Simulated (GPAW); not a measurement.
# P: single point with LDA

Crystal: P.

```xyz
2
Lattice="1.7257 0.9963 3.1297 -1.7257 0.9963 3.1297 0.0000 -1.9927 3.1297" Properties=species:S:1:pos:R:3 pbc="T T T"
P     0.0000    0.0000    7.2570
P     0.0000    0.0000    2.1321
```

This isn't the form of P at room conditions, which is orthorhombic.

* Program: GPAW 26.7.0
* Task: single point
* Functional: LDA
* Potentials or basis: the program's PAW data sets (release 1.2.1) made for this functional
* Cutoff: 450 eV
* Basis: pw
* k mesh: 8 × 8 × 8
* Occupations: fermi-dirac, width 0.05 eV
* Spin: no spin polarisation

The pressure is -2.4 GPa. The largest force is 0.183 eV/Å. The band gap on the k mesh is none (metal or under the smearing width).

Forces on the atoms (eV/Å):
```
P    0.000  0.000 -0.183
P    0.000  0.000  0.183
```

Stress tensor (GPa, compression positive):
```
-2.05  0.00  0.00
 0.00 -2.05  0.00
 0.00  0.00 -3.21
```

Levels at points of the mesh, in eV from the Fermi level:
| k point | band 3 | band 4 | band 5 | band 6 | band 7 | band 8 |
| --- | --- | --- | --- | --- | --- | --- |
| (0.00, 0.00, 0.00) | -3.17 | -2.91 | -2.91 | 1.24 | 2.57 | 2.57 |
| (0.50, 0.00, 0.00) | -3.87 | -3.40 | -0.72 | -0.32 | 0.09 | 0.49 |
| (0.50, 0.50, 0.00) | -6.84 | -5.44 | -5.41 | -0.03 | 6.02 | 7.37 |
| (0.50, 0.50, 0.50) | -2.84 | -2.84 | -0.17 | -0.17 | 0.01 | 2.27 |

Wall time 11 s on 1 thread of Arm Neoverse V1, with other jobs on the host, peak memory 0.14 GiB.

Caveat: the cutoff is short for stress and forces, so pressures can be off by a GPa or more.
